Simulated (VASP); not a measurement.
## GaAs (F-43m): a series in biaxial strain in the (110) plane

Strain engineering needs slopes: what does biaxial strain in the (110) plane do to the lattice and the band edges of GaAs?

Main program and level: VASP 6.6.1; LDA; plane waves and PAW (Ga_d, As), in the first sound run; inputs show where later runs differ.

### Step 1. Starting point

Symmetry: F-43m, No. 216, cubic system. Conventional cell: a = 5.653 Å, b = 5.653 Å, c = 5.653 Å, α = 90.00°, β = 90.00°, γ = 90.00°. Nearest to Ga lie 4 As at 2.45 Å. Nearest to As lie 4 Ga at 2.45 Å. Farther neighbours are not listed.

Coordinates:

```xyz
2
Lattice="0.0000 2.8265 2.8265 2.8265 0.0000 2.8265 2.8265 2.8265 0.0000" Properties=species:S:1:pos:R:3 pbc="T T T"
Ga    0.0000    0.0000    0.0000
As    1.4132    1.4132    1.4132
```

### Step 2. Relax the crystal, LDA

The series starts from the cell that this level prefers, so that zero strain is near zero stress.

This step took 2 runs in a row; the last is shown.

Level: LDA; plane waves and PAW (Ga_d, As).

INCAR reads:

```
SYSTEM = GaAs
PREC = Accurate
ENCUT = 450
EDIFF = 1E-07
NELM = 120
ISMEAR = 0
SIGMA = 0.02
LREAL = .FALSE.
ALGO = Normal
GGA = CA
NBANDS = 15
LORBIT = 11
LWAVE = .FALSE.
LCHARG = .FALSE.
KPAR = 8
IBRION = 2
NSW = 40
ISIF = 3
EDIFFG = -0.005
POTIM = 0.4
```

POSCAR reads:

```
GaAs
1.0
    0.0000000000      2.8045104127      2.8045104127
    2.8045104127      0.0000000000      2.8045104127
    2.8045104127      2.8045104127      0.0000000000
Ga As
1 1
Direct
    0.0000000000      0.0000000000      0.0000000000
    0.2500000000      0.2500000000      0.2500000000
```

KPOINTS reads:

```
Automatic mesh
0
Gamma
9 9 9
0 0 0
```

The projector-augmented-wave data sets are Ga_d and As (LDA family, release 64).

Started as:

```sh
mpirun -np 8 vasp_std
```

The log of the run:

```text
[banner, memory and clock lines left out]
running    8 mpi-ranks, on    1 nodes
[...]
|                                                                             |
|           W    W    AA    RRRRR   N    N  II  N    N   GGGG   !!!           |
|           W    W   A  A   R    R  NN   N  II  NN   N  G    G  !!!           |
|           W    W  A    A  R    R  N N  N  II  N N  N  G       !!!           |
|           W WW W  AAAAAA  RRRRR   N  N N  II  N  N N  G  GGG   !            |
|           WW  WW  A    A  R   R   N   NN  II  N   NN  G    G                |
|           W    W  A    A  R    R  N    N  II  N    N   GGGG   !!!           |
|                                                                             |
|     For optimal performance we recommend to set                             |
|       NCORE = 2 up to number-of-cores-per-socket                            |
|     NCORE specifies how many cores store one orbital (NPAR=cpu/NCORE).      |
|     This setting can greatly improve the performance of VASP for DFT.       |
[...]
|     Unfortunately you need to use the default for GW and RPA                |
|     calculations (for HF NCORE is supported but not extensively tested      |
|     yet).                                                                   |
|                                                                             |

 LDA part: xc-table for (Slater(with rela. corr.)+CA(PZ))
 , standard interpolation
 POSCAR, INCAR and KPOINTS ok, starting setup
[...]
entering main loop
       N       E                     dE             d eps       ncg     rms          rms(c)
DAV:   1     0.761070724958E+02    0.76107E+02   -0.84383E+03  1082   0.154E+03
DAV:   2    -0.376930621001E+01   -0.79876E+02   -0.76840E+02  1190   0.295E+02
DAV:   3    -0.977836291862E+01   -0.60091E+01   -0.59869E+01  1260   0.662E+01
DAV:   4    -0.987247978721E+01   -0.94117E-01   -0.94097E-01  1279   0.920E+00
[...]
DAV:  11    -0.963942028539E+01   -0.48186E-05   -0.65580E-06  1218   0.396E-02    0.241E-03
DAV:  12    -0.963942017739E+01    0.10800E-06   -0.45001E-07  1295   0.954E-03    0.191E-03
DAV:  13    -0.963942017814E+01   -0.75397E-09   -0.67322E-08   875   0.215E-03
   1 F= -.96394202E+01 E0= -.96394202E+01  d E =-.963942E+01
[...]
reached required accuracy - stopping structural energy minimisation
```

It took 2.4 s on 8 MPI ranks of Intel Xeon 6975P-C (Granite Rapids), shared host; peak memory 1.2 GiB.

The logs omit lines about the potential files and the build; timing stands in the text.

From OUTCAR (step 2):

```text
  Total       -0.0019192     -0.0019192     -0.0019192     -0.0000000     -0.0000000      0.0000000
  in kB       -0.0697000     -0.0697000     -0.0697000     -0.0000000     -0.0000000      0.0000000
  external PRESSURE =      -0.0697000 kB  Pullay stress =       0.0000000 kB

 POSITION                                       TOTAL-FORCE (eV/Angst)
 -----------------------------------------------------------------------------------
      0.00000      0.00000      0.00000         0.000000      0.000000     -0.000000
      1.40226      1.40226      1.40226        -0.000000     -0.000000      0.000000
 -----------------------------------------------------------------------------------
    total drift:                                0.000001      0.000001      0.000001

  FREE ENERGIE OF THE ION-ELECTRON SYSTEM (eV)
  ---------------------------------------------------
  free  energy   TOTEN  =        -9.6394201781 eV

  energy  without entropy=       -9.6394201781  energy(sigma->0) =       -9.63942018

 reached required accuracy - stopping structural energy minimisation

[... 3 further parts left out ...]
[key lines of the parts left out:]
E-fermi :   4.1426
```

This run gave:

| Quantity | Value |
| --- | --- |
| energy(sigma→0) of the program | -9.6394 eV |
| stress, compression positive | -0.01 along [110], -0.01 across it (mean), GPa |
| volume | 44.117 Å³ |
| ionic steps | 1 |

### Step 3. Strain along the normal, LDA

One member in full: the plane is strained by -0.5 %, and the strain along the normal is moved by secant steps until the normal stress is under 0.012 GPa or five steps are spent; the atoms relax at each step.

This step took 2 runs, each at a new trial strain with the atoms of the one before; the last is shown.

Level: LDA; plane waves and PAW (Ga_d, As); cell typed or built by script.

Edit INCAR of step 2 so:

```diff
@@ -14,7 +14,7 @@
 LCHARG = .FALSE.
-KPAR = 8
-IBRION = 2
-NSW = 40
-ISIF = 3
-EDIFFG = -0.005
-POTIM = 0.4
+KPAR = 2
+IBRION = 1
+NSW = 25
+ISIF = 2
+EDIFFG = -0.004
+POTIM = 0.3
```

POSCAR reads:

```
GaAs
1.0
    0.0109613060      2.8014491670      2.7904878610
    2.8014491670      0.0109613060      2.7904878610
    2.8124104730      2.8124104730      0.0000000000
Ga As
1 1
Direct
    0.0005481493      0.0005481493      0.9994518507
    0.2494518507      0.2494518507      0.2505481493
```

KPOINTS is that of step 2.

Started as:

```sh
mpirun -np 2 vasp_std
```

The log of the run:

```text
[banner, memory and clock lines left out]
running    2 mpi-ranks, on    1 nodes
[...]
LDA part: xc-table for (Slater(with rela. corr.)+CA(PZ))
 , standard interpolation
 POSCAR, INCAR and KPOINTS ok, starting setup
[...]
entering main loop
       N       E                     dE             d eps       ncg     rms          rms(c)
DAV:   1     0.771132299913E+02    0.77113E+02   -0.84929E+03  3868   0.151E+03
DAV:   2    -0.385308475412E+01   -0.80966E+02   -0.77758E+02  4219   0.295E+02
DAV:   3    -0.978458609277E+01   -0.59315E+01   -0.59103E+01  4611   0.662E+01
DAV:   4    -0.987387625120E+01   -0.89290E-01   -0.89277E-01  4480   0.909E+00
[...]
DAV:  11    -0.963814554130E+01   -0.47824E-05   -0.66543E-06  4366   0.400E-02    0.248E-03
DAV:  12    -0.963814542790E+01    0.11341E-06   -0.46896E-07  4674   0.982E-03    0.196E-03
DAV:  13    -0.963814542833E+01   -0.43747E-09   -0.67905E-08  3079   0.219E-03
   1 F= -.96381454E+01 E0= -.96381454E+01  d E =-.963815E+01
 BRION: g(F)=  0.285E-06 g(S)=  0.000E+00
 reached required accuracy - stopping structural energy minimisation
```

Elapsed: 14 s, on 2 MPI ranks; peak memory 0.35 GiB.

From OUTCAR (step 3):

```text
  Total        0.1255698      0.1255698      0.1923709     -0.1272089      0.0000000      0.0000000
  in kB        4.5933202      4.5933202      7.0368921     -4.6532807      0.0000000      0.0000000
  external PRESSURE =       5.4078442 kB  Pullay stress =       0.0000000 kB

 POSITION                                       TOTAL-FORCE (eV/Angst)
 -----------------------------------------------------------------------------------
      2.81241      2.81241      0.00306         0.000000      0.000000      0.002217
      1.40621      1.40621      1.39218         0.000000      0.000000     -0.002217
 -----------------------------------------------------------------------------------
    total drift:                                0.000001      0.000001     -0.000275

  FREE ENERGIE OF THE ION-ELECTRON SYSTEM (eV)
  ---------------------------------------------------
  free  energy   TOTEN  =        -9.6381454283 eV

  energy  without entropy=       -9.6381454283  energy(sigma->0) =       -9.63814543

[... 1 part as in an earlier step ...]

[... 3 further parts left out ...]
[key lines of the parts left out:]
E-fermi :   4.2218
```

Numbers from this step:

| Quantity | Value |
| --- | --- |
| energy(sigma→0) of the program | -9.6381 eV |
| stress, compression positive | -0.01 along [110], 0.81 across it (mean), GPa |
| ionic steps | 1 |

### Step 4. Band edges, TB-mBJ with spin-orbit coupling

Short lines in KPOINTS_OPT sample the zone centre along and across the normal of the plane, for masses, and the other valleys.

Level: TB-mBJ, spin-orbit coupling; plane waves and PAW (Ga_d, As); cell typed or built by script.

TB-mBJ has no energy functional, so the total energy, stress and pressure in this output mean nothing.

INCAR reads:

```
SYSTEM = GaAs
PREC = Accurate
ENCUT = 450
EDIFF = 1E-06
NELM = 150
ISMEAR = 0
SIGMA = 0.02
LREAL = .FALSE.
ALGO = Normal
METAGGA = MBJ
LASPH = .TRUE.
LNONCOLLINEAR = .TRUE.
MAGMOM = 0 0 0 0 0 0
NBANDS = 28
GGA_COMPAT = .FALSE.
LSORBIT = .TRUE.
LWAVE = .FALSE.
LCHARG = .FALSE.
KPAR = 2
```

POSCAR is that of step 3.

KPOINTS reads:

```
Automatic mesh
0
Gamma
7 7 7
0 0 0
```

KPOINTS_OPT reads:

```
Line mode
6
Line-mode
Reciprocal
  0.00000000   0.00000000   0.00000000
  0.01582537   0.01582537   0.03165074

  0.00000000   0.00000000   0.00000000
 -0.01570201   0.01570201  -0.00000000

  0.31000000   0.31000000   0.00000000
  0.50000000   0.50000000   0.00000000

  0.00000000   0.31000000   0.31000000
  0.00000000   0.50000000   0.50000000

  0.45000000   0.45000000   0.45000000
  0.50000000   0.50000000   0.50000000

  0.45000000   0.00000000   0.00000000
  0.50000000   0.00000000   0.00000000

  0.42500000   0.42500000   0.00000000
  0.42508723   0.44729322   0.02238045

  0.50000000   0.50000000   0.50000000
  0.48429799   0.51570201   0.50000000
```

Started as:

```sh
mpirun -np 2 vasp_ncl
```

The log of the run:

```text
[banner, memory and clock lines left out]
running    2 mpi-ranks, on    1 nodes
[...]
|                                                                             |
|               ----> ADVICE to this user running VASP <----                  |
|                                                                             |
|     You enforced a specific xc type in the INCAR file but a different       |
|     [... a line on the potential file left out ...]
|     I HOPE YOU KNOW WHAT YOU ARE DOING!                                     |
|                                                                             |

 LDA part: xc-table for (None), standard interpolation
 POSCAR, INCAR and KPOINTS ok, starting setup
[...]
entering main loop
       N       E                     dE             d eps       ncg     rms          rms(c)
DAV:   1     0.745988117974E+02    0.74599E+02   -0.77758E+03  6640   0.166E+03
DAV:   2    -0.344426529731E+02   -0.10904E+03   -0.10381E+03  6684   0.390E+02
DAV:   3    -0.478526540263E+02   -0.13410E+02   -0.13201E+02  7588   0.108E+02
DAV:   4    -0.482456043245E+02   -0.39295E+00   -0.39194E+00  7568   0.196E+01
[...]
DAV:  34    -0.464032890682E+02    0.22554E-05   -0.17909E-11  3224   0.484E-05    0.116E-06
DAV:  35    -0.464032880094E+02    0.10588E-05   -0.90545E-12  3228   0.306E-05    0.344E-06
DAV:  36    -0.464032870412E+02    0.96811E-06   -0.44487E-12  3228   0.244E-05
   1 F= -.46403287E+02 E0= -.46403287E+02  d E =-.867918E-19  mag=    -0.0000     0.0000     0.0000
 Start KPOINTS_OPT (optional k-point list driver)
k-point batch [1-48\48]
       N       E                     dE             ncg
DAV:   1     0.120788854893E+04   -0.17188E+05     2876
DAV:   2    -0.416910152663E+04   -0.53770E+04     2812
DAV:   3    -0.488150986644E+04   -0.71241E+03     3244
DAV:   4    -0.490364470179E+04   -0.22135E+02     3240
DAV:   5    -0.490406069175E+04   -0.41599E+00     3264
DAV:   6    -0.490407921167E+04   -0.18520E-01     3900
DAV:   7    -0.490407943404E+04   -0.22237E-03     3416
DAV:   8    -0.490407943604E+04   -0.19988E-05     2452
DAV:   9    -0.490407943629E+04   -0.25393E-06     2140
```

Elapsed: 4.4 min, on 2 MPI ranks; peak memory 0.92 GiB; 8.8 min of CPU time.

Parts of OUTCAR (step 4):

```text
  LATTYP: Found a body centered orthorhombic cell.
 ALAT       =     3.9463457787
 B/A-ratio  =     1.0078561933
 C/A-ratio  =     1.4142135624

 Subroutine GETGRP returns: Found  4 space group operations
 (whereof  4 operations were pure point group operations)

The static configuration has the point symmetry C_2v.

 Found    112 irreducible k-points:

   k-points           NKPTS =    112   k-points in BZ     NKDIM =    112   number of bands    NBANDS=     28

   dimension x,y,z NGX =    28 NGY =   28 NGZ =   28
   dimension x,y,z NGXF=    56 NGYF=   56 NGZF=   56

   ENCUT  =  450.0 eV  33.07 Ry    5.75 a.u.   6.84  6.84  6.88*2*pi/ulx,y,z

   NELECT =      18.0000    total number of electrons

 E-fermi :   4.6544

 k-point     1 :       0.0000    0.0000    0.0000
  band No.  band energies     occupation
    ...
     14       4.1955      1.00000
     15       4.4996      1.00000
     16       4.4996      1.00000
     17       4.5385      1.00000
     18       4.5385      1.00000
     19       6.2508      0.00000
     20       6.2508      0.00000
     21       8.5066      0.00000
     22       8.5066      0.00000
     23       8.6687      0.00000
    ...

 k-point     2 :       0.1429    0.0000    0.0000
  band No.  band energies     occupation
    ...
     14       2.4609      1.00000
     15       4.0122      1.00000
     16       4.0133      1.00000
     17       4.2219      1.00000
     18       4.2247      1.00000
     19       6.9822      0.00000
     20       6.9827      0.00000
     21       8.9855      0.00000
     22       8.9868      0.00000
     23       9.1182      0.00000
    ...

  Total      -86.2661509    -86.2661509    -86.1486329     -0.1390300      0.0000000      0.0000000
  in kB    -3155.6005688  -3155.6005688  -3151.3017814     -5.0856930      0.0000000      0.0000000
  external PRESSURE =   -3154.1676397 kB  Pullay stress =       0.0000000 kB

 POSITION                                       TOTAL-FORCE (eV/Angst)
 -----------------------------------------------------------------------------------
      2.81241      2.81241      0.00306        -0.000000     -0.000000     -0.088682
      1.40621      1.40621      1.39218         0.000000      0.000000      0.088682
 -----------------------------------------------------------------------------------
    total drift:                                0.000002      0.000002     -0.107832

  FREE ENERGIE OF THE ION-ELECTRON SYSTEM (eV)
  ---------------------------------------------------
  free  energy   TOTEN  =       -46.4032870412 eV

  energy  without entropy=      -46.4032870412  energy(sigma->0) =      -46.40328704

 Spin-Orbit-Coupling matrix elements
 Ion:    1  E_soc:     -0.0114312
 Ion:    2  E_soc:     -0.0224605

[... 1 part as in an earlier step ...]

[... 7 further parts left out ...]
```

### Step 5. Band edges, r2SCAN with spin-orbit coupling

Short lines in KPOINTS_OPT sample the zone centre along and across the normal of the plane, for masses, and the other valleys.

Level: r2SCAN, spin-orbit coupling; plane waves and PAW (Ga_d, As); cell typed or built by script.

Edit INCAR of step 4 so:

```diff
@@ -4,3 +4,3 @@
 EDIFF = 1E-06
-NELM = 150
+NELM = 100
 ISMEAR = 0
@@ -9,3 +9,3 @@
 ALGO = Normal
-METAGGA = MBJ
+METAGGA = R2SCAN
 LASPH = .TRUE.
```

POSCAR is that of step 4.

KPOINTS is that of step 4.

KPOINTS_OPT is that of step 4.

Started as:

```sh
mpirun -np 2 vasp_ncl
```

The log of the run:

```text
[banner, memory and clock lines left out]
running    2 mpi-ranks, on    1 nodes
[...]
[... a notice as in an earlier step ...]

 LDA part: xc-table for (None), standard interpolation
 POSCAR, INCAR and KPOINTS ok, starting setup
[...]
entering main loop
       N       E                     dE             d eps       ncg     rms          rms(c)
DAV:   1    -0.163754497494E+03   -0.16375E+03   -0.80952E+03  6652   0.174E+03
DAV:   2    -0.279020162549E+03   -0.11527E+03   -0.10974E+03  6692   0.416E+02
DAV:   3    -0.293800232208E+03   -0.14780E+02   -0.14541E+02  7664   0.116E+02
DAV:   4    -0.294255364781E+03   -0.45513E+00   -0.45392E+00  7356   0.217E+01
[...]
DAV:  10    -0.292222075825E+03   -0.11333E-04   -0.22874E-04  6992   0.167E-01    0.398E-02
DAV:  11    -0.292222064157E+03    0.11668E-04   -0.15130E-05  7964   0.369E-02    0.995E-03
DAV:  12    -0.292222064530E+03   -0.37324E-06   -0.51094E-06  6768   0.339E-02
   1 F= -.29222206E+03 E0= -.29222206E+03  d E =-.178686E-23  mag=     0.0000    -0.0000     0.0000
 Start KPOINTS_OPT (optional k-point list driver)
k-point batch [1-48\48]
       N       E                     dE             ncg
DAV:   1     0.887027088096E+03   -0.17509E+05     2880
DAV:   2    -0.462884341586E+04   -0.55159E+04     2788
DAV:   3    -0.537214196971E+04   -0.74330E+03     3308
DAV:   4    -0.539600477400E+04   -0.23863E+02     3168
DAV:   5    -0.539645011331E+04   -0.44534E+00     3164
DAV:   6    -0.539646934745E+04   -0.19234E-01     3732
DAV:   7    -0.539646978124E+04   -0.43379E-03     3404
DAV:   8    -0.539646978496E+04   -0.37138E-05     2436
DAV:   9    -0.539646978526E+04   -0.30272E-06     1980
```

The job ended after 6.4 min (2 MPI ranks; peak memory 0.9 GiB; 13 min of CPU time).

From OUTCAR (step 5):

```text
  Total        0.7860402      0.7860402      0.8551134     -0.1392776      0.0000000     -0.0000000
  in kB       28.7532111     28.7532111     31.2798958     -5.0947508      0.0000000     -0.0000000
  external PRESSURE =      29.5954393 kB  Pullay stress =       0.0000000 kB

 POSITION                                       TOTAL-FORCE (eV/Angst)
 -----------------------------------------------------------------------------------
      2.81241      2.81241      0.00306        -0.000000     -0.000000      0.002185
      1.40621      1.40621      1.39218         0.000000      0.000000     -0.002185
 -----------------------------------------------------------------------------------
    total drift:                               -0.000002     -0.000002     -0.001964

  FREE ENERGIE OF THE ION-ELECTRON SYSTEM (eV)
  ---------------------------------------------------
  free  energy   TOTEN  =      -292.2220645303 eV

  energy  without entropy=     -292.2220645303  energy(sigma->0) =     -292.22206453

[... 2 parts as in an earlier step ...]

[... 1 further part left out ...]
[key lines of the parts left out:]
E-fermi :   4.4081
```

Numbers from this step:

| Property | Result |
| --- | --- |
| energy(sigma→0) of the program | -292.2221 eV |
| stress, compression positive | 2.37 along [110], 3.26 across it (mean), GPa |

The run ends at a pressure of 2.96 GPa, with forces up to 0.0022 eV/Å.

[end of part 1 of 2]

[Lines on the potential files, build, host, timing and source positions are cut from VASP's logs without a mark.]

[Logs are printed without paths, hosts, clocks, repeated set-up lines and the standing remarks that a program may print on its own settings, such as how far it seeks lower states.]

[Hosts, paths, dates, database ids (printed as entryN), source tags and the programs' standing remarks are cut or masked in the printed files.]

[In band tables of VASP the shares of atoms and orbitals are scaled to a sum of 1 inside the atoms' spheres.]
